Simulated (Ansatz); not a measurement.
# Au(110) / 1 layer Al(110) / Au(110): resistance against film thickness

How does the resistance across the layers grow with the film in Au(110) / 1 layer Al(110) / Au(110)?

Calculated with Ansatz 0.2.0; Ansatz plane-wave DFT, LDA, PAW files; ballistic transport by layer matching (Landauer), zero bias.

### 1. The structure

The cell holds 13 atoms: 12 Au and 1 Al. Its edges and angles: a = 2.884 Å, b = 4.078 Å, c = 18.878 Å, α = 83.8°, β = 85.6°, γ = 90.0°. It derives from Au and Al. Regions: lead, 12 atoms (12 Au); films, 1 atom (1 Al). The structure is stacked along c, and the current runs across the ab planes.

### 2. With 1 layer

The film is laid into the lead at the lead's in-plane lattice, and the cell closes on the lead's own image. The mesh across the current, 26×18, is finer than the density's, because channels open and close sharply across the zone. Energies from -1 to 1 eV in steps of 0.036 eV cover the slope of the Fermi function at 300 K, so the program can form a conductance.

File input.yaml:

```yaml
crystal:
  lattice:
    - [2.8837582304, 0.0, 0.0]
    - [0.0, 4.07825, 0.0]
    - [1.4418791152, 2.039125, 18.7125495765]
  atoms:
    - { symbol: Au, position: [0.980736469, 0.980736469, 0.038527062] }
    - { symbol: Au, position: [0.442209407, 0.442209407, 0.115581186] }
    - { symbol: Au, position: [0.903682345, 0.903682345, 0.19263531] }
    - { symbol: Au, position: [0.365155283, 0.365155283, 0.269689434] }
    - { symbol: Au, position: [0.826628221, 0.826628221, 0.3467435579] }
    - { symbol: Au, position: [0.288101159, 0.288101159, 0.4237976819] }
    - { symbol: Al, position: [0.75, 0.75, 0.5] }
    - { symbol: Au, position: [0.211898841, 0.211898841, 0.5762023181] }
    - { symbol: Au, position: [0.673371779, 0.673371779, 0.6532564421] }
    - { symbol: Au, position: [0.134844717, 0.134844717, 0.730310566] }
    - { symbol: Au, position: [0.596317655, 0.596317655, 0.80736469] }
    - { symbol: Au, position: [0.057790593, 0.057790593, 0.884418814] }
    - { symbol: Au, position: [0.519263531, 0.519263531, 0.961472938] }
kpoints:
  mp_grid: { grid: [13, 9, 2] }
hamiltonian:
  xc: lda
scf:
  occupations: { method: fermi_dirac, width: 0.1 }
output:
  transmission: { leads: [[0, 1]], kmesh: [26, 18], e_range: [-1.0, 1.0], de: 0.036 }
  write_potential: true
  write_density: true
  volumetric_format: npy
  elf: true
```

The run is started by

```bash
ansatz run input.yaml --threads 4 --pin off --max-ram 8192MiB --backend cpu --events-out ev --progress --plain --runs-dir out
```

Numbers of over 12 decimals in the logs are rounded to 6 here.

Log:

```text
Warning: crystal.symmetry: narrowed to the stabiliser of the k-point mesh — unitary ops 8 → 2; excluded 6 operations that carry a point of the 13×9×2 mesh (shift [0, 0, 0]) off the mesh (the run samples exactly the mesh kpoints.mp_grid names, as under crystal.symmetry.detect: false, and its converged state has the mesh's symmetry, not the crystal's; ε∞, the Born charges and the force constants of a linear response (`dielectric:` by the response, `phonons.method: dfpt`) are averaged over those of the crystal's operations that the state keeps within a tolerance, where `mesh_tensors`, `unaveraged_element` or `gamma_mean_max_change_ev_ang2` stands beside them; [rest of the remark cut]
Engine: ansatz 0.2.0, aarch64-unknown-linux-gnu
Pseudopotentials: kind: paw
Pseudopotential: Au, paw, valence charge 19, recommended cutoff 420 eV (normal), Au.paw.azcp
Pseudopotential: Al, paw, valence charge 3, recommended cutoff 420 eV (normal), Al.paw.azcp
Functional definition: SPW92
  exchange = slater_x
  correlation = pw_c
Crystal: 13 atoms, lattice volume = 220.072 Å³
Basis set: ecut = 420 eV, 4305 PW (Γ)
Bands: 139, of which v1, the nominal top of the filled ones, is band 116 counted from 1 (115 counted from 0)
Symmetry: 2 space group operations
k-points: 118 of 234
Non-local potential: Au, projectors of the file, l = 0: 3, l = 1: 2, l = 2: 2, l = 3: 1
Non-local potential: Al, projectors of the file, l = 0: 2, l = 1: 2, l = 2: 1
PAW form: soft (Blöchl's): semilocal exchange-correlation on the pseudo side does not see the compensation charge
PAW frozen core: Au, regenerated for the run's functional, and the local potential with it (the file was generated under x = pbe(κ = 0.804, μ = 0.219515), c = pbe(β = 0.066725))
PAW frozen core: Al, regenerated for the run's functional, and the local potential with it (the file was generated under x = pbe(κ = 0.804, μ = 0.219515), c = pbe(β = 0.066725))
PAW one-centre angular grid: Au, 590 points (default); XC on 64 Gauss nodes
PAW one-centre angular grid: Al, 110 points (default); XC on 64 Gauss nodes
Initial density: superposition of atomic densities (neutral atoms: chi_scale 0, normalization atom), corrected by the library's trained network
Initial wavefunctions: pseudopotential atomic-orbital guess
Functional: x = slater, c = lda
SCF iter   1: F=—  HF=-154893.108036 eV  |F-HF|=—  |Δ(HF+E_count)|=         —  Δρ=7.55e-3  dr2=1.08e-1  ethr=1.77e-3  ⟨swp⟩=5.0  Hψ=53044  notcnv=0  defer=744
preconditioner: auto → Kerker (q_TF=auto, 2.750 Å⁻¹)  [metal: Δε(μ)=0.001 eV  Ē_g=10.072 eV  σ=0.100 eV  W_gap=0.00  n_scr=76 (ndim 8)  ℏωp=29.1 eV  f_vac=0.000  D(μ)=3.19/eV (n_scr^D=12)]
SCF iter   2: F=—  HF=-154893.094211 eV  |F-HF|=—  |Δ(HF+E_count)|=   1.38e-2  Δρ=3.72e-3  dr2=2.85e-2  ethr=4.66e-5  ⟨swp⟩=1.8  Hψ=23703  notcnv=0  defer=874
SCF iter   3: F=—  HF=-154893.088145 eV  |F-HF|=—  |Δ(HF+E_count)|=   6.07e-3  Δρ=6.90e-4  dr2=5.47e-3  ethr=1.23e-5  ⟨swp⟩=2.3  Hψ=19674  notcnv=0  defer=874
SCF iter   4: F=—  HF=-154893.087538 eV  |F-HF|=—  |Δ(HF+E_count)|=   6.07e-4  Δρ=2.23e-4  dr2=9.54e-4  ethr=2.37e-6  ⟨swp⟩=1.6  Hψ=15114  notcnv=0  defer=874
SCF iter   5: F=—  HF=-154893.087436 eV  |F-HF|=—  |Δ(HF+E_count)|=   1.01e-4  Δρ=1.02e-4  dr2=7.02e-5  ethr=4.13e-7  ⟨swp⟩=2.1  Hψ=18191  notcnv=0  defer=874
SCF iter   6: F=—  HF=-154893.087740 eV  |F-HF|=—  |Δ(HF+E_count)|=   3.04e-4  Δρ=3.25e-5  dr2=6.60e-6  ethr=3.04e-8  ⟨swp⟩=2.1  Hψ=25975  notcnv=0  defer=874
SCF iter   7: F=—  HF=-154893.087739 eV  |F-HF|=—  |Δ(HF+E_count)|=   9.10e-7  Δρ=1.10e-5  dr2=1.06e-6  ethr=2.86e-9  ⟨swp⟩=2.7  Hψ=23519  notcnv=0  defer=874
SCF iter   8: F=—  HF=-154893.087739 eV  |F-HF|=—  |Δ(HF+E_count)|=   1.33e-7  Δρ=2.73e-6  dr2=1.83e-7  ethr=4.57e-10  ⟨swp⟩=2.4  Hψ=26246  notcnv=0  defer=874
SCF iter   9: F=-154893.087739 eV  HF=-154893.087739 eV  |F-HF|=3.55e-8  |Δ(HF+E_count)|=   8.21e-9  Δρ=1.45e-6  dr2=3.65e-8  ethr=4.33e-11  ⟨swp⟩=8.5  Hψ=56034  notcnv=0
SCF 1 converged in 9 iterations: F = -154893.087739 eV  dr2 = 3.65e-8
  greatest PAW one-centre occupation: 1.003 electrons in one spin orbital (limit 2), on the Au atom at site 7 (counted from 0), in its partial waves of l = 0
transmission: 758 of 7552 steps passed
transmission: 1514 of 7552 steps passed
[...]
transmission: 7552 of 7552 steps passed
SCF converged after 9 iterations
Free energy (F): -154893.087739 eV
Harris-Foulkes:  -154893.087739 eV  (|F-HF|=3.55e-8)
Internal energy: -154892.978448 eV  (E = F + TS)
E sigma→0 (E₀):  -154893.033094 eV
Entropy (-TS):   -0.109291 eV (-8.407 meV/atom)
Fermi energy:    19.550666 eV
--- Per-component energies (eV) ---
  E_band       = -2722.731765
  E_kinetic    = 7282.049901
  E_local      = -26153.075216  (includes V_loc(G=0)·N_el)
  E_nonlocal   = 983.631098
  E_hartree    = 11451.001781
  E_xc         = -2760.997149
  E_vxc        = -3331.047194  (∫ρ·V_xc dr)
  E_paw        = -113522.557378  (= ΣΔE_a)
  E_vpaw       = -4406.328487  (= ΣTr[D̂ρ^β])
  E_aug_tail   = 0.016183  (compensation charges beyond the density's cutoff)
  E_ewald      = -32179.375998
  E_core_change = 6.328328  (= ΣΔE_core)
  E_smearing   = -0.109291  (= −TS)
  E_closure    = -0.000000  (closes the sum)
  Σ components = -154893.087739   (vs F -154893.087739, Δ=0.00e0)
--- Band table (eV; the first three rows and the last of 118) ---
  k-point 0: bands = [... 112 lower, 17.8640, 17.9980, 18.5372, 20.0558, 20.3109, 20.7462, 20.7949, 22.1143, ... 19 higher]
  k-point 1: bands = [... 112 lower, 17.6935, 17.8631, 19.0746, 19.5944, 19.7560, 21.4561, 21.6124, 21.6533, ... 19 higher]
  k-point 2: bands = [... 112 lower, 17.7680, 17.9498, 18.5083, 19.2219, 19.8250, 20.4055, 20.9439, 21.5811, ... 19 higher]
  k-point 117: bands = [... 112 lower, 18.8773, 19.3023, 19.6603, 19.8946, 20.0047, 20.4865, 20.5981, 21.0311, ... 19 higher]
--- Transmission ---
  basis      : 101 plane waves across, 32 finite elements along
  points     : 236, standing for a mesh of 26 x 18
  filling    : by the input's occupations and mesh, since the crystals that have channels conduct as metals do. If one of these is a semiconductor, that mesh has misplaced its level
  energies   : 56 from -1.000000 to 0.980000 eV about the Fermi level, 0.036000 eV apart; the leads are filled to 0.000000 eV, and channels, transmission and decay are at 0.008000 eV
  crystal 0  : Au1, at the sites [0, 1], period 1.4419 Å, over 17.30 Å; its Hamiltonian steps by up to 6.4 meV
    offset         : up to 0.0000 Å between an atom of the period and one for which it stands
    filled         : 4.2 meV over the level at which it is neutral
    channels       : 1.391026e0 a spin
    conductance    : 9.1768e14 S/m² at 300 K; may be off by some 0.0 % by where its bands' edges are placed, 4.9 % from the k-mesh, 0.0 % from the distance to neutral
    slowest decay  : 0.0211 /Å at (0.0769, 0.4444)
  junction   : crystal 0 to crystal 0, 0.70 to 17.97 Å
    transmission   : 1.120018e0 a spin
    conductance    : 7.4091e14 S/m² at 300 K (7.1219e14 on every other point, 7.3997e14 on every other energy)
    error estimate : 0.1 % from the energy spacing and 0.0 % from band edges of the leads and from resonances (wavevectors taken as independent; lower de), 4.5 % from the k-mesh, 0.7 % from the steps of its leads' Hamiltonians or their offsets (lay more layers), 0.0 % from the distance to neutral
    resistance     : 2.6000e-4 Ω µm² beyond half of each lead's own
```

It took 10 min on 4 threads of Arm Neoverse V2, shared host; peak memory 2.4 GiB; 39 min of CPU time.

This step gave:

```
free energy                                                                : -154893.0877 eV
energy at zero smearing                                                    : -154893.0331 eV
Fermi energy                                                               : 19.55 eV
cell area                                                                  : 11.76 Å²
step of the lead's potential                                               : 6.4 meV
ballistic conductance of the lead                                          : 9.18e14 S/m²
estimated errors of the lead's conductance                                 : 0, 4.9, 0 % (band edges, k-mesh, distance from neutral)
lead conductance per cell                                                  : 1.393 G₀
conductance of the junction                                                : 7.41e14 S/m²
junction conductance per cell                                              : 1.125 G₀
estimated errors of the junction's conductance                             : 0.1, 0, 4.5, 0.7, 0 % (energy step, band edges, k-mesh, leads' steps, distance from neutral)
area resistance that the stack adds (contact term taken off, spin by spin) : 0.2600 fΩ m²
```

Per spin. The transmission, zone mean by energy, zero at the Fermi level:

energy (eV), transmission, zone mean and a bar from the least value:
```
   -1.000       0.96 
   -0.892       0.96 
   -0.820       0.98 ####
   -0.712       1.02 ##########
   -0.640       1.02 #########
   -0.532       1.04 ############
   -0.424       1.06 #################
   -0.352       1.09 ####################
   -0.244       1.10 #######################
   -0.136       1.11 ########################
   -0.064       1.13 ###########################
    0.008       1.12 ##########################
    0.044       1.13 ###########################
    0.116       1.13 ###########################
    0.224       1.14 #############################
    0.332       1.13 ############################
    0.404       1.14 ##############################
    0.512       1.13 ############################
    0.620       1.12 ###########################
    0.692       1.13 ###########################
    0.800       1.13 ###########################
    0.872       1.13 ############################
    0.980       1.13 ############################
```

Per spin. Open channels, zone mean, lead against energy, zero at the Fermi level:

```tsv
energy (eV)	open channels, zone mean, lead
-1.000	1.19
-0.892	1.21
-0.820	1.25
-0.712	1.27
-0.640	1.28
-0.532	1.32
-0.424	1.32
-0.352	1.34
-0.244	1.36
-0.136	1.38
-0.064	1.40
0.008	1.39
0.044	1.39
0.116	1.39
0.224	1.43
0.332	1.45
0.404	1.47
0.512	1.46
0.620	1.45
0.692	1.46
0.800	1.48
0.872	1.50
0.980	1.50
```

Transmission over k1 and k2. At 0.0080 eV from the Fermi level.

Ten even steps from '_' (0.00) to '@' (1.98):
```
@@@@@@@@@@@@@@@@%%##==__________==##%%@@@@@@@@@@@@@@
@@%%==++@@@@@@@@%%##**==::..::==**##%%@@@@@@@@++==%%
@@====++++++**@@@@%%##****++****##%%@@@@**++++++====
@@++++==__++++==@@@@%%%%######%%%%@@@@==++++__==++++
@@++========..======%%%%%%%%%%%%%%======..========++
%%++==..========--====##%%%%%%##====--========..==++
##====__--======----------==----------======--__====
++====..::--==--------------------------==--::..====
++====::::----------------------------------::::====
++====..::--==--------------------------==--::..====
##====__--======----------==----------======--__====
%%++==..========--====##%%%%%%##====--========..==++
@@++========..======%%%%%%%%%%%%%%======..========++
@@++++==__++++==@@@@%%%%######%%%%@@@@==++++__==++++
@@====++++++**@@@@%%##****++****##%%@@@@**++++++====
@@%%==++@@@@@@@@%%##**==::..::==**##%%@@@@@@@@++==%%
@@@@@@@@@@@@@@@@%%##==__________==##%%@@@@@@@@@@@@@@
@@@@@@@@@@@@@@@@%%##--__________--##%%@@@@@@@@@@@@@@
```
Columns: k1 (b1) from -0.5 to 0.462; rows upwards: k2 (b2) from -0.5 to 0.444.

Open channels over k1 and k2. At 0.0080 eV from the Fermi level.

Values, 12 rows by 16 columns, each cell a mean:
```
2.00 1.74 1.85 2.00 2.00 2.00 1.69 0.67 0.67 0.87 2.00 2.00 2.00 2.00 1.72 1.87
1.74 1.08 1.18 1.54 2.00 2.00 2.00 2.00 2.00 2.00 2.00 2.00 1.95 1.33 1.05 1.21
1.62 1.00 1.00 1.00 1.05 1.67 1.95 2.00 2.00 2.00 1.82 1.46 1.00 1.00 1.00 1.00
1.62 1.00 1.00 1.00 1.00 1.00 1.44 2.00 2.00 1.90 1.15 1.00 1.00 1.00 1.00 1.00
1.62 1.00 1.00 1.00 1.00 1.00 1.00 1.00 1.41 1.00 1.00 1.00 1.00 1.00 1.00 1.00
1.62 1.00 1.00 1.00 1.00 1.00 1.00 1.00 1.00 1.00 1.00 1.00 1.00 1.00 1.00 1.00
1.62 1.00 1.00 1.00 1.00 1.00 1.00 1.00 1.21 1.00 1.00 1.00 1.00 1.00 1.00 1.00
1.62 1.00 1.00 1.00 1.00 1.00 1.15 1.67 1.87 1.56 1.00 1.00 1.00 1.00 1.00 1.00
1.62 1.00 1.00 1.00 1.03 1.33 1.90 2.00 2.00 2.00 1.64 1.23 1.00 1.00 1.00 1.00
1.62 1.00 1.00 1.21 1.69 2.00 2.00 2.00 2.00 2.00 2.00 1.90 1.62 1.00 1.00 1.00
2.00 1.49 1.69 2.00 2.00 2.00 1.85 1.33 1.33 1.44 2.00 2.00 2.00 2.00 1.44 1.74
2.00 2.00 2.00 2.00 2.00 2.00 1.54 0.00 0.00 0.31 2.00 2.00 2.00 2.00 2.00 2.00
```
Columns: k1 (b1) from -0.5 to 0.462; rows upwards: k2 (b2) from -0.5 to 0.444.

Valence density in the ca plane at fractional y = 0.058, with atoms of Au within 0.2 Å of it. It is the smooth field of the valence electrons, not physical close to the nuclei.

Values in units of 1e0 e/Å³, 5 rows by 16 columns, each cell a mean:
```
5.6 1.4 1.6 2.6 0.3 0.8 0.3 0.2 0.2 0.4 0.2 1.4 0.8 1.4 4.4 0.4
0.9 0.4 0.5 0.9 0.3 0.6 0.3 0.2 0.2 0.2 0.2 0.3 0.2 0.2 0.5 0.2
0.3 0.2 0.2 0.2 0.3 0.3 0.5 0.4 0.4 0.9 0.2 0.7 0.3 0.2 0.4 0.1
1.4 0.4 0.3 0.3 0.3 0.2 0.7 0.6 0.7 3.1 0.4 4.7 1.8 1.5 3.5 0.3
6.5 1.4 1.0 1.5 0.2 0.4 0.4 0.4 0.5 2.2 0.4 5.9 2.6 3.2 8.9 0.5
```
Columns run along c (18.9 Å), rows up along a (2.9 Å). Atoms in or near the plane, at fractional coordinates: Au at (0.88, 0.06).

ELF in the ca plane at fractional y = 0.058, with atoms of Au within 0.2 Å of it. It is the smooth field of the valence electrons, not physical close to the nuclei.

Ten even steps from '0' (0.11) to '9' (0.71), each cell a mean:
```
68852125763112342112333333211125652125786312
46641125653112343112333222110012321012554212
23321013332111232112333322110001110001221001
11110011211111111123333332210012210001111000
12110001111111111234333345421124532012332100
34321011211111111244322356631146763114664201
57641113431111111234332356631147874126886312
68852125652111222123333345431147874126997313
```
Columns run along c (18.9 Å), rows up along a (2.9 Å). Atoms in or near the plane, at fractional coordinates: Au at (0.88, 0.06).

Electrostatic potential energy in the ca plane at fractional y = 0.058, with atoms of Au within 0.2 Å of it. With pseudopotentials it is smooth inside the atoms' cores, unlike the true potential.

Values in eV, 5 rows by 16 columns, each cell a mean:
```
-23   5   2  -8  20   8  19  19  19  16  21   3  12   6 -17  17
  8  18  15   9  20  13  19  19  20  20  22  20  21  20  15  22
 20  22  21  20  20  20  16  17  17   8  21  11  18  20  17  22
  2  18  20  19  20  21  12  13  12 -15  17 -19   2   4 -12  20
-26   5   7   2  20  17  17  17  15  -8  18 -21  -3  -5 -26  15
```
Columns run along c (18.9 Å; values clipped at the 3rd and 97th percentile), rows up along a (2.9 Å). Atoms in or near the plane, at fractional coordinates: Au at (0.88, 0.06).

The lead's potential steps by 6.4 meV from period to period, small in itself. The program estimates the junction's conductance to 4.5 % from the k-mesh, 0 % from the leads' distance from neutral and 0.7 % from their steps.

By hand: 1/G − 1/G_lead = 1/0.7409 − 1/0.9177 = 0.260 fΩ m² with G in 10¹⁵ S/m².

### 3. With 3 layers, film layers 3

The stack now holds 3 film layers; the k-mesh follows the cell, and the energies span -0.27 to 0.27 eV.

System of this step: Au(110) / 3 layers Al(110) / Au(110). The cell holds 15 atoms: 12 Au and 3 Al. Cell: a = 2.884 Å, b = 4.078 Å, c = 21.677 Å, α = 84.6°, β = 86.2°, γ = 90.0°. It derives from Au and Al. Regions: lead, 12 atoms (12 Au); films, 3 atoms (3 Al). The structure is stacked along c, and the current runs across the ab planes.

File input.yaml:

```yaml
crystal:
  lattice:
    - [2.8837582304, 0.0, 0.0]
    - [0.0, 4.07825, 0.0]
    - [1.4418791152, 2.039125, 21.532549965]
  atoms:
    - { symbol: Au, position: [0.9832593084, 0.9832593084, 0.0334813832] }
    - { symbol: Au, position: [0.4497779251, 0.4497779251, 0.1004441497] }
    - { symbol: Au, position: [0.9162965419, 0.9162965419, 0.1674069162] }
    - { symbol: Au, position: [0.3828151586, 0.3828151586, 0.2343696827] }
    - { symbol: Au, position: [0.8493337754, 0.8493337754, 0.3013324492] }
    - { symbol: Au, position: [0.3158523922, 0.3158523922, 0.3682952157] }
    - { symbol: Al, position: [0.7827411337, 0.7827411337, 0.4345177326] }
    - { symbol: Al, position: [0.25, 0.25, 0.5] }
    - { symbol: Al, position: [0.7172588663, 0.7172588663, 0.5654822674] }
    - { symbol: Au, position: [0.1841476078, 0.1841476078, 0.6317047843] }
    - { symbol: Au, position: [0.6506662246, 0.6506662246, 0.6986675508] }
    - { symbol: Au, position: [0.1171848414, 0.1171848414, 0.7656303173] }
    - { symbol: Au, position: [0.5837034581, 0.5837034581, 0.8325930838] }
    - { symbol: Au, position: [0.0502220749, 0.0502220749, 0.8995558503] }
    - { symbol: Au, position: [0.5167406916, 0.5167406916, 0.9665186168] }
kpoints:
  mp_grid: { grid: [13, 9, 2] }
hamiltonian:
  xc: lda
scf:
  occupations: { method: fermi_dirac, width: 0.1 }
output:
  transmission:
    leads: [[0, 1]]
    kmesh: [26, 18]
    e_range: [-0.27, 0.27]
    de: 0.036
  write_potential: true
  write_density: true
  volumetric_format: npy
```

Log:

```text
[...]
Crystal: 15 atoms, lattice volume = 253.238 Å³
Basis set: ecut = 420 eV, 4949 PW (Γ)
Bands: 143, of which v1, the nominal top of the filled ones, is band 119 counted from 1 (118 counted from 0)
Symmetry: 2 space group operations
k-points: 118 of 234
[...]
--- Transmission ---
  basis      : 101 plane waves across, 33 finite elements along
  points     : 236, standing for a mesh of 26 x 18
[...]
filled         : 23.2 meV over the level at which it is neutral
    channels       : 1.391026e0 a spin
[...]
slowest decay  : 0.0435 /Å at (-0.0769, 0.4444)
  junction   : crystal 0 to crystal 0, 0.70 to 20.79 Å
    transmission   : 1.044699e0 a spin
[...]
resistance     : 3.6316e-4 Ω µm² beyond half of each lead's own
[key lines of the parts left out:]
SCF converged after 9 iterations
Free energy (F): -155918.947565 eV
Fermi energy:    18.043162 eV
```

It took 4.5 min on 4 threads; peak memory 2.8 GiB.

Numbers from this step:

```
free energy                                                                : -155918.9476 eV
energy at zero smearing                                                    : -155918.8766 eV
Fermi energy                                                               : 18.04 eV
step of the lead's potential                                               : 4.2 meV
ballistic conductance of the lead                                          : 9.17e14 S/m²
estimated errors of the lead's conductance                                 : 0, 5, 0 % (band edges, k-mesh, distance from neutral)
lead conductance per cell                                                  : 1.392 G₀
conductance of the junction                                                : 6.88e14 S/m²
junction conductance per cell                                              : 1.044 G₀
estimated errors of the junction's conductance                             : 0.1, 0, 4.8, 0.6, 0.2 % (energy step, band edges, k-mesh, leads' steps, distance from neutral)
area resistance that the stack adds (contact term taken off, spin by spin) : 0.3632 fΩ m²
```

Per spin. The transmission, zone mean by energy, zero at the Fermi level:

```tsv
energy (eV)	transmission, zone mean
-0.270	1.04
-0.234	1.04
-0.198	1.02
-0.162	1.03
-0.126	1.04
-0.090	1.05
-0.054	1.05
-0.018	1.04
0.018	1.04
0.054	1.04
0.090	1.03
0.126	1.03
0.162	1.03
0.198	1.03
0.234	1.02
0.270	1.03
```

The conductance of the junction is 6.9e14 S/m², 7.1 % under the 7.4e14 S/m² of the last finished run, no more than the error estimates, leads' steps apart, of 4.5 and 4.8 % together.

(Continued in part 2 of 2.)

[Logs are printed without paths, hosts, clocks, repeated set-up lines and the standing remarks that a program may print on its own settings, such as how far it seeks lower states.]

[Hosts, paths, dates, database ids (printed as entryN), source tags and the programs' standing remarks are cut or masked in the printed files.]
